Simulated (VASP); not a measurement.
# ZnO (P6_3/mmc) in VASP: notebook, part 2 of 2

VASP 6.6.1. Earlier steps stand in the parts before.

### Step 6. Single point, PBEsol (grid = ENCUT=520 dk=0.45 cell=1x1x1 ISMEAR=0 SIGMA=0.05 LREAL=Auto EDIFF=1e-06)

The input, INCAR:

```
  PREC = Accurate
  ENCUT = 520
  EDIFF = 1E-6
  ISMEAR = 0
  SIGMA = 0.05
  LREAL = Auto
  LASPH = T
  NELM = 120
  ALGO = Fast
  ISIF = 2
  LWAVE = F
  LCHARG = F
  GGA = PS
  NBANDS = 26
```

The input, KPOINTS:

```
Automatic mesh
0
Gamma
  5 5 2
```

The input, POSCAR:

```
ZnO
1.0
    3.2879671587      0.0000000000      0.0000000000
   -1.6439835793      2.8474630862      0.0000000000
    0.0000000000      0.0000000000      7.1304413500
Zn O
2 2
Direct
    0.0000000000      0.0000000000      0.2500000000
    0.0000000000      0.0000000000      0.7500000000
    0.6666666667      0.3333333333      0.7500000000
    0.3333333333      0.6666666667      0.2500000000
```

Potentials or basis: VASP PAW PBE potentials, release 64 (Zn, O).

Command:

```bash
$ cat potpaw_PBE.64/Zn/POTCAR potpaw_PBE.64/O/POTCAR > POTCAR
$ mpirun -np 1 vasp_std > vasp.out
```

OUTCAR:

```text
PREC = Accurate
   ENCUT = 520
   EDIFF = 1E-6
   ISMEAR = 0
   LREAL = Auto
   LASPH = T
   NELM = 120
   ISIF = 2
   GGA = PS

 Found     10 irreducible k-points:

 Following reciprocal coordinates:
            Coordinates               Weight
  0.000000  0.000000  0.000000      1.000000
  0.200000 -0.000000  0.000000      6.000000
  0.400000 -0.000000  0.000000      6.000000
  0.200000  0.200000  0.000000      6.000000
  0.400000  0.200000  0.000000      6.000000
  0.000000  0.000000  0.500000      1.000000
   k-points           NKPTS =     10   k-points in BZ     NKDIM =     10   number of bands    NBANDS=     26
   number of dos      NEDOS =    301   number of ions     NIONS =      4
   total plane-waves  NPLWV =  31104
   dimension x,y,z NGX =    24 NGY =   24 NGZ =   54
   dimension x,y,z NGXF=    48 NGYF=   48 NGZF=  108
   ions per type =               2   2
   NGX,Y,Z   is equivalent  to a cutoff of  12.13, 12.13, 12.59 a.u.
   NGXF,Y,Z  is equivalent  to a cutoff of  24.27, 24.27, 25.18 a.u.
 SYSTEM =  unknown system
   PREC   = accura    normal or accurate (medium, high low for compatibility)
   ISTART =      0    job   : 0-new  1-cont  2-samecut
   ICHARG =      2    charge: 1-file 2-atom 10-const
   ISPIN  =      1    spin polarized calculation?
   LNONCOLLINEAR =      F non collinear calculations
   LSORBIT =      F    spin-orbit coupling
   LASPH  =      T    aspherical Exc in radial PAW
   ENCUT  =  520.0 eV  38.22 Ry    6.18 a.u.   6.11  6.11 13.26*2*pi/ulx,y,z
   NELM   =    120;   NELMIN=  2; NELMDL= -5     # of ELM steps
   EDIFF  = 0.1E-05   stopping-criterion for ELM
   LREAL  =      T    real-space projection
   EDIFFG = 0.1E-04   stopping-criterion for IOM
   NSW    =      0    number of steps for IOM
   IBRION =     -1    ionic relax: 0-MD 1-quasi-New 2-CG
   NFREE  =      0    steps in history (QN), initial steepest desc. (CG)
   ISIF   =      2    stress and relaxation
   ISYM   =      2    0-nonsym 1-usesym 2-fastsym
   POTIM  = 0.5000    time-step for ionic-motion
   TEBEG  =    0.0;   TEEND  =   0.0 temperature during run
   PSTRESS=    0.0 pullay stress
   NELECT =      36.0000    total number of electrons
   NUPDOWN=      -1.0000    fix difference up-down
   EMIN   =  10.00;   EMAX   =-10.00  energy-range for DOS
   EFERMI =   0.00;   METHOD = LEGACY
   ISMEAR =     0;   SIGMA  =   0.05  broadening in eV -4-tet -1-fermi 0-gaus
   EFERMI_NEDOS =   21; number of points for ismear=-14 and -15
   IALGO  =     68    algorithm
   IMIX   =      4    mixing-type and parameters
     AMIX     =   0.40;   BMIX     =  1.00
     AMIX_MAG =   1.60;   BMIX_MAG =  1.00
  volume/ion in A,a.u.               =      16.69       112.63
  Fermi-wavevector in a.u.,A,eV,Ry     =   1.332524  2.518105 24.158775  1.775620
  Thomas-Fermi vector in A             =   2.461452
   LORBIT       =      0    0 simple, 1 ext, 2 COOP (PROOUT), +10 PAW based schemes
   GGA     = PS    functional components
   LHFCALC =     F    Hartree Fock is set to
   AEXX    =    0.0000 exact exchange contribution
   IVDW    =     0    specifies the selected vdW correction
   LEPSILON=     F    determine dielectric tensor
   LRPA    =     F    only Hartree local field effects (RPA)
 non-spin polarized calculation
 RMM-DIIS sequential band-by-band and
 Gauss-broadening in eV      SIGMA  =   0.05
  energy-cutoff  :      520.00
  volume of cell :       66.76
 maximum number of plane-waves:      1820
   NGX = 13   NGY = 13   NGZ = 27

 number of electron      36.0000026 magnetization

 Free energy of the ion-electron system (eV)
  ---------------------------------------------------
  ext. energy  EPLUGINS =         0.00000000
  ---------------------------------------------------
  free energy    TOTEN  =       -18.25701249 eV

  energy without entropy =      -18.25701249  energy(sigma->0) =      -18.25701249

 E-fermi :  -0.6360     XC(G=0):  -9.1705

 val. band max:       -0.8994209043   @ k =   0.0000   0.0000   0.0000
 cond. band min:      -0.1550352925   @ k =   0.0000   0.0000   0.0000
 fundamental gap:      0.7443856118
 Fermi energy:        -0.6360082175

 k-point     1 :       0.0000    0.0000    0.0000
  band No.  band energies     occupation
      1     -18.2969      2.00000
      2     -18.2136      2.00000
      3      -7.0296      2.00000
      4      -7.0296      2.00000
      5      -7.0148      2.00000
      6      -7.0148      2.00000
[... 18 lines left out ...]
     25      11.8062      0.00000
     26      12.5959      0.00000

 k-point     2 :       0.2000   -0.0000    0.0000
  band No.  band energies     occupation
      1     -18.1251      2.00000
      2     -18.0569      2.00000
      3      -7.0743      2.00000
      4      -7.0678      2.00000
      5      -6.7754      2.00000
      6      -6.7604      2.00000
[... 18 lines left out ...]
     25      10.9757      0.00000
     26      12.4509      0.00000

 k-point     3 :       0.4000   -0.0000    0.0000
  band No.  band energies     occupation
      1     -17.8288      2.00000
      2     -17.7976      2.00000
      3      -6.9114      2.00000
      4      -6.9073      2.00000
      5      -6.2383      2.00000
      6      -6.2277      2.00000
[... 18 lines left out ...]
     25      10.7963      0.00000
     26      12.8110      0.00000

 k-point     4 :       0.2000    0.2000    0.0000
  band No.  band energies     occupation
      1     -17.8898      2.00000
      2     -17.8476      2.00000
      3      -6.9680      2.00000
      4      -6.9608      2.00000
      5      -6.3274      2.00000
      6      -6.3175      2.00000
[... 18 lines left out ...]
     25      10.4280      0.00000
     26      12.1339      0.00000

 k-point     5 :       0.4000    0.2000    0.0000
  band No.  band energies     occupation
      1     -17.7344      2.00000
      2     -17.7220      2.00000
      3      -6.6932      2.00000
      4      -6.6868      2.00000
      5      -6.2029      2.00000
      6      -6.0954      2.00000
[... 18 lines left out ...]
     25      10.3004      0.00000
     26      10.5010      0.00000

 k-point     6 :       0.0000    0.0000    0.5000
  band No.  band energies     occupation
      1     -18.2556      2.00000
      2     -18.2556      2.00000
      3      -7.0222      2.00000
      4      -7.0222      2.00000
      5      -7.0222      2.00000
      6      -7.0222      2.00000
[... 18 lines left out ...]
     25      12.1482      0.00000
     26      12.1482      0.00000

 [... further k-points ...]

------------------------ aborting loop because EDIFF is reached ----------------------------------------

  FORCE on cell =-STRESS in cart. coord.  units (eV):
  Direction    XX          YY          ZZ          XY          YZ          ZX
  --------------------------------------------------------------------------------------
  -------------------------------------------------------------------------------------
  Total       -2.2291771     -2.2291771     -0.3563277     -0.0000000     -0.0000000     -0.0000000
  in kB      -53.4999245    -53.4999245     -8.5518125     -0.0000000     -0.0000000     -0.0000000
  external PRESSURE =     -38.5172205 kB  Pullay stress =       0.0000000 kB

 VOLUME and BASIS-vectors are now :
 -----------------------------------------------------------------------------
  energy-cutoff  :      520.00
  volume of cell :       66.76
      direct lattice vectors                 reciprocal lattice vectors
     3.287967159  0.000000000  0.000000000     0.304139291  0.175594901  0.000000000
    -1.643983579  2.847463086  0.000000000     0.000000000  0.351189803  0.000000000
     0.000000000  0.000000000  7.130441350     0.000000000  0.000000000  0.140243773

 POSITION                                       TOTAL-FORCE (eV/Angst)
 -----------------------------------------------------------------------------------
      0.00000      0.00000      1.78261         0.000000     -0.000000     -0.000000
      0.00000      0.00000      5.34783         0.000000      0.000000     -0.000000
      1.64398      0.94915      5.34783         0.000000     -0.000000     -0.000000
     -0.00000      1.89831      1.78261        -0.000000      0.000000      0.000000
 -----------------------------------------------------------------------------------
    total drift:                               -0.000000      0.000000      0.000000

  FREE ENERGIE OF THE ION-ELECTRON SYSTEM (eV)
  ---------------------------------------------------
  free  energy   TOTEN  =       -18.2570124903 eV

  energy  without entropy=      -18.2570124903  energy(sigma->0) =      -18.25701249
```

OSZICAR:

```text
N       E                     dE             d eps       ncg     rms          rms(c)
DAV:   1     0.293562932368E+03    0.29356E+03   -0.17742E+04   520   0.177E+03
DAV:   2     0.129585150805E+02   -0.28060E+03   -0.26021E+03   568   0.381E+02
DAV:   3    -0.211461221779E+02   -0.34105E+02   -0.33737E+02   592   0.138E+02
DAV:   4    -0.218740483235E+02   -0.72793E+00   -0.72664E+00   576   0.215E+01
DAV:   5    -0.218781788317E+02   -0.41305E-02   -0.41302E-02   564   0.160E+00    0.152E+01
RMM:   6    -0.184344834413E+02    0.34437E+01   -0.10216E+01   573   0.186E+01    0.109E+01
RMM:   7    -0.183257736374E+02    0.10871E+00   -0.94590E-01   587   0.857E+00    0.480E+00
RMM:   8    -0.182679004977E+02    0.57873E-01   -0.15195E-01   590   0.303E+00    0.231E+00
RMM:   9    -0.182582696081E+02    0.96309E-02   -0.46639E-02   612   0.229E+00    0.318E-01
RMM:  10    -0.182565618632E+02    0.17077E-02   -0.90447E-03   635   0.619E-01    0.111E-01
RMM:  11    -0.182570923252E+02   -0.53046E-03   -0.26179E-03   601   0.456E-01    0.757E-02
RMM:  12    -0.182570176036E+02    0.74722E-04   -0.84815E-04   631   0.215E-01    0.357E-02
RMM:  13    -0.182570169374E+02    0.66626E-06   -0.93288E-05   648   0.604E-02    0.321E-02
RMM:  14    -0.182570141824E+02    0.27549E-05   -0.15890E-05   596   0.285E-02    0.109E-02
RMM:  15    -0.182570131308E+02    0.10517E-05   -0.13288E-05   554   0.263E-02    0.613E-03
RMM:  16    -0.182570124903E+02    0.64048E-06   -0.14306E-06   394   0.111E-02
   1 F= -.18257012E+02 E0= -.18257012E+02  d E =-.198406E-14
```

Wall time 21 s (1 thread of Intel Xeon Platinum 8259CL at 2.50GHz (Skylake/Cascade Lake), shared host); peak memory 0.17 GiB.

These settings aren't checked as converged: the numbers below hold their error.

Results:

| Item | Value |
| --- | --- |
| Free energy | -18.2570 eV |
| Pressure | -3.9 GPa |
| Band gap on the k mesh | 0.74 eV, direct |

Caveat: the k mesh is coarse (spacing up to 0.44 Å⁻¹), so the values aren't converged; the PAW data sets were made with another functional, which shifts forces and pressure a little.
